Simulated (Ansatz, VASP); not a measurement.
## AlRu in VASP and in Ansatz

File INCAR:

```
SYSTEM = AlRu
PREC = Accurate
ENCUT = 520
EDIFF = 1E-6
ISMEAR = 0
SIGMA = 0.15
LREAL = .False.
LASPH = .True.
NELM = 60
ALGO = Fast
ISIF = 2
LWAVE = .False.
LCHARG = .True.
GGA = PE
LELF = .True.
LVHAR = .True.
NBANDS = 16
```

File KPOINTS:

```
Automatic mesh
0
Gamma
  16 16 16
  0 0 0
```

The input POSCAR:

```
AlRu
1.0
    3.1411800000      0.0000000000      0.0000000000
    0.0000000000      3.1411800000      0.0000000000
    0.0000000000      0.0000000000      3.1411800000
Al Ru
1 1
Direct
    0.0000000000      0.0000000000      0.0000000000
    0.5000000000      0.5000000000      0.5000000000
```

Input for Ansatz:

```yaml
crystal:
  lattice:
    - [3.14118, 0.0, 0.0]
    - [0.0, 3.14118, 0.0]
    - [0.0, 0.0, 3.14118]
  atoms:
    - { symbol: Al, position: [0.0, 0.0, 0.0] }
    - { symbol: Ru, position: [0.5, 0.5, 0.5] }
basis:
  ecutwfc: 420
kpoints:
  mp_grid: { grid: [16, 16, 16] }
hamiltonian:
  xc: pbe
scf:
  occupations: { method: gaussian, width: 0.15 }
output:
  forces: true
  stress: true
  eigenvalues: true
  write_density: true
  write_potential: true
  elf: true
  volumetric_format: npy
```

Change from the starting cell: strain +0.050 along x and y, +0.050 along z, atoms carried along.

Alike in both runs: task single point; functional PBE; k mesh 16 × 16 × 16; occupations gaussian, width 0.15 eV; no spin polarisation.

|  | VASP | Ansatz |
| --- | --- | --- |
| version | VASP 6.6.1 | Ansatz 0.2.0 |
| potentials or method | VASP PAW PBE potentials, release 64 (Al, Ru_pv) | scalar-relativistic, plane waves, PAW |
| plane-wave cutoff (eV) | 520 | 420 |
| valence electrons in the cell | 17 | 19 |

Ansatz gave:

```
gap on the k mesh at the Fermi level (eV) : none
pressure (GPa)                            : -20.2
```

**Question.** Estimate VASP's values.

**Answer.** gap on the k mesh at the Fermi level (eV): none; pressure (GPa): -20.3.

A gap of «none» marks a metal or a gap that the smearing closes. The two sets of potentials don't hold the same shells in valence.

Caveats: so large a pressure means that the cell lies far from this level's equilibrium, or that cutoff or potentials fall short (VASP).
